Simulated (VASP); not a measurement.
# InP (F-43m) in VASP: a series of runs

The runs below take InP through phonons, elastic constants, Born charges and dielectric tensor, with PBE, PBEsol.

Everything below comes from runs of VASP 6.6.1. Logs are shortened: lines on timing, memory, paths and dates and some standing lists are left out, and cuts for length are marked.

**Measured values to compare with.**

A printed reference work, data compilation reports, for a bulk crystal of InP at 1.6 K: band gap 1.4236 eV (direct).

From a printed reference work, textbook, for a bulk crystal of InP at 300 K: high-frequency dielectric constant 9.61.

The results are compared with them further down.

### 1 Starting point

Symmetry: F-43m, No. 216, cubic system. The conventional cell has a = 5.861 Å, b = 5.861 Å, c = 5.861 Å, α = 90.00°, β = 90.00°, γ = 90.00°. Around In (site symmetry -43m) lie 4 P at 2.54 Å. P (site symmetry -43m) is surrounded by 4 In at 2.54 Å.

### 2 Phonons, PBE

POSCAR

```
InP
1.0
    0.0000000000      2.9305000000      2.9305000000
    2.9305000000      0.0000000000      2.9305000000
    2.9305000000      2.9305000000      0.0000000000
In P
1 1
Direct
    0.0000000000      0.0000000000      0.0000000000
    0.7500000000      0.7500000000      0.7500000000
```

INCAR.step1

```
SYSTEM = InP
ALGO     = Fast           ! electronic algorithm
EDIFF    = 1E-8           ! SCF threshold, eV
EDIFFG   = -0.002         ! ionic threshold
ENCUT    = 600            ! plane-wave cutoff, eV
GGA      = PE             ! functional
IBRION   = 2              ! ionic algorithm
ISIF     = 3              ! what is computed and relaxed
ISMEAR   = -1             ! smearing method
LASPH    = .True.         ! aspherical terms in the spheres
LCHARG   = .False.        ! write CHGCAR
LREAL    = .False.        ! projectors in reciprocal space
LWAVE    = .False.        ! write WAVECAR
NELM     = 80             ! most SCF steps
NSW      = 40             ! ionic steps
PREC     = Accurate       ! precision mode
SIGMA    = 0.05           ! smearing width, eV
```

INCAR.step2

```
SYSTEM = InP
ALGO     = Fast           ! electronic algorithm
EDIFF    = 1E-8           ! SCF threshold, eV
ENCUT    = 600            ! plane-wave cutoff, eV
GGA      = PE             ! functional
IBRION   = 8              ! ionic algorithm
ISIF     = 2              ! what is computed and relaxed
ISMEAR   = -1             ! smearing method
LASPH    = .True.         ! aspherical terms in the spheres
LCHARG   = .False.        ! write CHGCAR
LREAL    = .False.        ! projectors in reciprocal space
LWAVE    = .False.        ! write WAVECAR
NELM     = 80             ! most SCF steps
NSW      = 1              ! ionic steps
PREC     = Accurate       ! precision mode
SIGMA    = 0.05           ! smearing width, eV
```

KPOINTS

```
k-points
0
Gamma
  6 6 6
  0 0 0
```

Potentials or basis: VASP PAW PBE potentials, release 64 (In_d, P).

Started as:

```
$ cat potpaw_PBE.64/In_d/POTCAR potpaw_PBE.64/P/POTCAR > POTCAR
$ cp INCAR.step1 INCAR
$ mpirun -np 1 vasp_std > vasp.out
$ cp CONTCAR POSCAR
$ cp INCAR.step2 INCAR
$ mpirun -np 1 vasp_std > vasp.out
```

OUTCAR:

```text
SYSTEM = InP
   EDIFF = 1E-8
   ENCUT = 600
   GGA = PE
   IBRION = 8
   ISIF = 2
   ISMEAR = -1
   LASPH = .True.
   LREAL = .False.
   NELM = 80
   NSW = 1
   PREC = Accurate

 ion  position               nearest neighbor table
   1  0.000  0.000  0.000-   2 2.58   2 2.58   2 2.58   2 2.58
   2  0.750  0.750  0.750-   1 2.58   1 2.58   1 2.58   1 2.58

  LATTYP: Found a face centered cubic cell.
 ALAT       =     5.9580012788

  Lattice vectors:

 A1 = (   0.0000000000,   2.9790006394,   2.9790006394)
 A2 = (   2.9790006394,   0.0000000000,   2.9790006394)
 A3 = (   2.9790006394,   2.9790006394,   0.0000000000)

Analysis of symmetry for initial positions (statically):
=====================================================================
 Subroutine PRICEL returns:
 Original cell was already a primitive cell.

 Routine SETGRP: Setting up the symmetry group for a
 face centered cubic supercell.

 Subroutine GETGRP returns: Found 24 space group operations
 (whereof 24 operations were pure point group operations)
 out of a pool of 48 trial point group operations.

The static configuration has the point symmetry T_d .

Analysis of symmetry for dynamics (positions and initial velocities):
=====================================================================
 Subroutine PRICEL returns:
 Original cell was already a primitive cell.

 Routine SETGRP: Setting up the symmetry group for a
 face centered cubic supercell.

 Subroutine GETGRP returns: Found 24 space group operations
 (whereof 24 operations were pure point group operations)
 out of a pool of 48 trial point group operations.

The dynamic configuration has the point symmetry T_d .

 Subroutine INISYM returns: Found 24 space group operations
 (whereof 24 operations are pure point group operations),
 and found     1 'primitive' translations

----------------------------------------------------------------------------------------

                                     Primitive cell

  volume of cell :      52.8740

  direct lattice vectors                    reciprocal lattice vectors
     0.000000000  2.979000639  2.979000639    -0.167841522  0.167841522  0.167841522
     2.979000639  0.000000000  2.979000639     0.167841522 -0.167841522  0.167841522
     2.979000639  2.979000639  0.000000000     0.167841522  0.167841522 -0.167841522

  length of vectors
     4.212943107  4.212943107  4.212943107     0.290710043  0.290710043  0.290710043

  position of ions in fractional coordinates (direct lattice)
     0.000000000  0.000000000  0.000000000
     0.750000000  0.750000000  0.750000000

  ion indices of the primitive-cell ions
   primitive index   ion index
                 1           1
                 2           2

----------------------------------------------------------------------------------------

 KPOINTS: k-points

Automatic generation of k-mesh.
 Grid dimensions read from file:
 generate k-points for:    6    6    6

 Generating k-lattice:

  Cartesian coordinates                     Fractional coordinates (reciprocal lattice)
    -0.027973587  0.027973587  0.027973587     0.166666667  0.000000000  0.000000000
     0.027973587 -0.027973587  0.027973587     0.000000000  0.166666667  0.000000000
     0.027973587  0.027973587 -0.027973587     0.000000000  0.000000000  0.166666667

  Length of vectors
     0.048451674  0.048451674  0.048451674

  Shift w.r.t. Gamma in fractional coordinates (k-lattice)
     0.000000000  0.000000000  0.000000000

 Subroutine IBZKPT returns following result:
[... 76 lines left out ...]
 NGX is ok and might be reduce to    36
   NGX = 17   NGY = 17   NGZ = 17

--------------------------------------- Ionic step        1  -------------------------------------------

 number of electron      17.9999999 magnetization

 Free energy of the ion-electron system (eV)
  ---------------------------------------------------
  ext. energy  EPLUGINS =         0.00000000
  ---------------------------------------------------
  free energy    TOTEN  =        -8.39554931 eV

  energy without entropy =       -8.39544264  energy(sigma->0) =       -8.39549597

 E-fermi :   4.9203     XC(G=0):  -9.0632

 val. band max:        4.6716136100   @ k =   0.0000   0.0000   0.0000
 cond. band min:       5.1122268456   @ k =   0.0000   0.0000   0.0000
 fundamental gap:      0.4406132356
 Fermi energy:         4.9202594579

 k-point     1 :       0.0000    0.0000    0.0000
  band No.  band energies     occupation
      1      -9.4335      2.00000
      2      -9.4335      2.00000
      3      -9.4335      2.00000
      4      -9.3050      2.00000
      5      -9.3050      2.00000
      6      -6.5205      2.00000
      7       4.6716      1.98625
      8       4.6716      1.98625
      9       4.6716      1.98625
     10       5.1122      0.04211
     11       8.7558      0.00000
     12       8.7558      0.00000
     13       8.7558      0.00000
[... 228 lines left out ...]
      2      -9.3728      2.00000
      3      -9.3517      2.00000
      4      -9.3282      2.00000
      5      -9.2864      2.00000
      6      -4.3066      2.00000
      7      -0.7732      2.00000
      8       2.0557      2.00000
      9       2.0911      2.00000
     10       7.9650      0.00000
     11       8.1887      0.00000
     12      11.3134      0.00000
     13      11.6443      0.00000

------------------------ aborting loop because EDIFF is reached ----------------------------------------

  FORCE on cell =-STRESS in cart. coord.  units (eV):
  Direction    XX          YY          ZZ          XY          YZ          ZX
  --------------------------------------------------------------------------------------
  -------------------------------------------------------------------------------------
  Total        0.0049989      0.0049989      0.0049989      0.0000000      0.0000000      0.0000000
  in kB        0.1514760      0.1514760      0.1514760      0.0000000      0.0000000      0.0000000
  external PRESSURE =       0.1514760 kB  Pullay stress =       0.0000000 kB

 VOLUME and BASIS-vectors are now :
 -----------------------------------------------------------------------------
  energy-cutoff  :      600.00
  volume of cell :       52.87
      direct lattice vectors                 reciprocal lattice vectors
     0.000000000  2.979000639  2.979000639    -0.167841522  0.167841522  0.167841522
     2.979000639  0.000000000  2.979000639     0.167841522 -0.167841522  0.167841522
     2.979000639  2.979000639  0.000000000     0.167841522  0.167841522 -0.167841522

 POSITION                                       TOTAL-FORCE (eV/Angst)
 -----------------------------------------------------------------------------------
      0.00000      0.00000      0.00000         0.000000      0.000000      0.000000
      4.46850      4.46850      4.46850        -0.000000     -0.000000     -0.000000
 -----------------------------------------------------------------------------------
    total drift:                                0.000000      0.000000     -0.000000

  FREE ENERGIE OF THE ION-ELECTRON SYSTEM (eV)
  ---------------------------------------------------
  free  energy   TOTEN  =        -8.3955493082 eV

  energy  without entropy=       -8.3954426366  energy(sigma->0) =       -8.39549597

[... ionic steps 2 to 3 ...]

--------------------------------------- Ionic step        4  -------------------------------------------

------------------------ aborting loop because EDIFF is reached ----------------------------------------

[... ionic steps 5 to 6 ...]

--------------------------------------- Ionic step        7  -------------------------------------------

 Free energy of the ion-electron system (eV)
  ---------------------------------------------------
  ---------------------------------------------------
  free energy    TOTEN  =        -0.04932423 eV

  energy without entropy =       -0.04932423

------------------------ aborting loop because EDIFF is reached ----------------------------------------

 INTERNAL STRAIN TENSOR  FOR ION    2  DIRECTION 1   (eV/Angst):
 -----------------------------------------------------------------------------
    -0.01467  0.00000  0.00000
     0.00000  0.00944  6.49505
     0.00000  6.49505  0.00944

 INTERNAL STRAIN TENSOR FOR ION    2 for displacements in x,y,z  (eV/Angst):
          X           Y           Z          XY          YZ          ZX
  --------------------------------------------------------------------------------
  x     0.00000     0.00000     0.00000     0.00000     6.49505     0.00000
  y     0.00000     0.00000     0.00000     0.00000     0.00000     6.49505
  z     0.00000     0.00000     0.00000     6.49505     0.00000     0.00000

 SECOND DERIVATIVES (NOT SYMMETRIZED)
 ------------------------------------
               1X          1Y          1Z          2X          2Y          2Z
  1X    -7.207343    0.000000    0.000000    7.207343    0.000000    0.000000
  1Y     0.000000   -7.207343    0.000000    0.000000    7.207343    0.000000
  1Z     0.000000    0.000000   -7.207343    0.000000    0.000000    7.207343
  2X     7.199567    0.000000    0.000000   -7.199567    0.000000    0.000000
  2Y     0.000000    7.199567    0.000000    0.000000   -7.199567    0.000000
  2Z     0.000000    0.000000    7.199567    0.000000    0.000000   -7.199567

 Eigenvectors and eigenvalues of the dynamical matrix
 ----------------------------------------------------

   1 f  =    8.494076 THz    53.369855 2PiTHz  283.331883 cm-1    35.128661 meV
             X         Y         Z           dx          dy          dz
      0.000000  0.000000  0.000000     0.000000    0.000000   -0.461119
      4.468501  4.468501  4.468501     0.000000   -0.000000    0.887338
[... 21 lines left out ...]
   6 f/i=    0.001876 THz     0.011786 2PiTHz    0.062569 cm-1     0.007758 meV
             X         Y         Z           dx          dy          dz
      0.000000  0.000000  0.000000    -0.882654   -0.090833   -0.006371
      4.468501  4.468501  4.468501    -0.458685   -0.047203   -0.003311

--------------------------------------------------------------------------------------------------------

 ELASTIC MODULI CONTR FROM IONIC RELAXATION (kBar)
 Direction    XX          YY          ZZ          XY          YZ          ZX
 --------------------------------------------------------------------------------
 XX          -0.0000     -0.0000      0.0000     -0.0000      0.0000     -0.0000
 YY          -0.0000     -0.0000     -0.0000     -0.0000     -0.0000     -0.0000
 ZZ           0.0000     -0.0000     -0.0000      0.0000     -0.0000     -0.0000
 XY          -0.0000     -0.0000      0.0000   -174.4778     -0.0000     -0.0000
 YZ           0.0000     -0.0000     -0.0000     -0.0000   -174.4778      0.0000
 ZX          -0.0000     -0.0000     -0.0000     -0.0000      0.0000   -174.4778
 --------------------------------------------------------------------------------
```

It took 11 min on 1 thread of AMD EPYC, shared host; peak memory 0.26 GiB.

Results:

```
Relaxed volume                                          : 26.44 Å³/atom
Relaxed cell                                            : a = 4.213 Å, b = 4.213 Å, c = 4.213 Å, α = 60.00°, β = 60.00°, γ = 60.00°
Space group after relaxing (to 0.05 Å)                  : F-43m (No. 216)
Highest phonon frequency at Γ, LO-TO splitting left out : 283 cm⁻¹
```

Step by step:
```csv
step,energy change (eV),largest force (eV/Å),pressure (GPa),volume (Å³)
1,0.0000,0.0000,3.32,50.33
2,-0.0190,0.0000,-1.40,54.22
3,-0.0251,0.0000,0.01,52.87
```

Final structure:
```
CELL_PARAMETERS angstrom
0.00000 2.97900 2.97900
2.97900 0.00000 2.97900
2.97900 2.97900 0.00000
ATOMIC_POSITIONS crystal
In 0.00000 0.00000 0.00000
P 0.75000 0.75000 0.75000
```

Phonon frequencies in cm⁻¹ (negative: imaginary):
```csv
q point,frequencies
"(0.000, 0.000, 0.000)",0 0 0 283 283 283
```

### 3 Elastic constants, PBE

POSCAR is that of step 2.

INCAR.step1

```
SYSTEM = InP
PREC = Accurate
ENCUT = 600
EDIFF = 1E-8
ISMEAR = -1
SIGMA = 0.05
LREAL = .False.
LASPH = .True.
NELM = 60
ALGO = Normal
ISIF = 3
LWAVE = .False.
LCHARG = .False.
GGA = PE
IBRION = 2
NSW = 40
EDIFFG = -0.002
```

INCAR.step2

```
SYSTEM = InP
PREC = Accurate
ENCUT = 600
EDIFF = 1E-8
ISMEAR = -1
SIGMA = 0.05
LREAL = .False.
LASPH = .True.
NELM = 60
ALGO = Normal
ISIF = 3
LWAVE = .False.
LCHARG = .False.
GGA = PE
IBRION = 6
NFREE = 2
POTIM = 0.015
NSW = 1
```

KPOINTS

```
regular mesh
0
Gamma
  6 6 6
  0 0 0
```

Potentials or basis: VASP PAW PBE potentials, release 64 (In_d, P).

Started as:

```
$ cat potpaw_PBE.64/In_d/POTCAR potpaw_PBE.64/P/POTCAR > POTCAR
$ cp INCAR.step1 INCAR
$ mpirun -np 1 vasp_std > vasp.out
$ cp CONTCAR POSCAR
$ cp INCAR.step2 INCAR
$ mpirun -np 1 vasp_std > vasp.out
```

Wall time 23 min (1 thread of AMD EPYC, shared host); peak memory 0.25 GiB.

Results (log left out):

```yaml
Relaxed_volume: 26.44 Å³/atom
Relaxed_cell: a = 4.213 Å, b = 4.213 Å, c = 4.213 Å, α = 60.00°, β = 60.00°, γ = 60.00°
Space_group_after_relaxing_to_0.05_Å: F-43m (No. 216)
Elastic_constants_C11_C12_C44: 87, 46, 42 GPa
Voigt_bulk_modulus: 60 GPa
Highest_phonon_frequency_at_Γ_LO-TO_splitting_left_out: 283 cm⁻¹
```

Step by step:
| step | energy change (eV) | largest force (eV/Å) | pressure (GPa) | volume (Å³) |
| --- | --- | --- | --- | --- |
| 1 | 0.0000 | 0.0000 | 3.31 | 50.33 |
| 2 | -0.0190 | 0.0000 | -1.40 | 54.22 |
| 3 | -0.0251 | 0.0000 | 0.00 | 52.87 |

Final structure:
```
In P
1.0
     0.00000    2.97902    2.97902
     2.97902    0.00000    2.97902
     2.97902    2.97902    0.00000
In P
1 1
Direct
  0.00000 0.00000 0.00000
  0.75000 0.75000 0.75000
```

Phonon frequencies in cm⁻¹ (negative: imaginary):
| q point | frequencies |
| --- | --- |
| (0.000, 0.000, 0.000) | 0 0 0 283 283 283 |

Elastic tensor in Voigt notation (GPa, in the Cartesian axes of the cell as first typed):
```
87 46 46  0  0  0
46 87 46  0  0  0
46 46 87  0  0  0
 0  0  0 42  0  0
 0  0  0  0 42  0
 0  0  0  0  0 42
```

Clamped-ion elastic tensor (GPa):
```
87 46 46  0  0  0
46 87 46  0  0  0
46 46 87  0  0  0
 0  0  0 61  0  0
 0  0  0  0 61  0
 0  0  0  0  0 61
```

(Continued in part 2 of 2.)
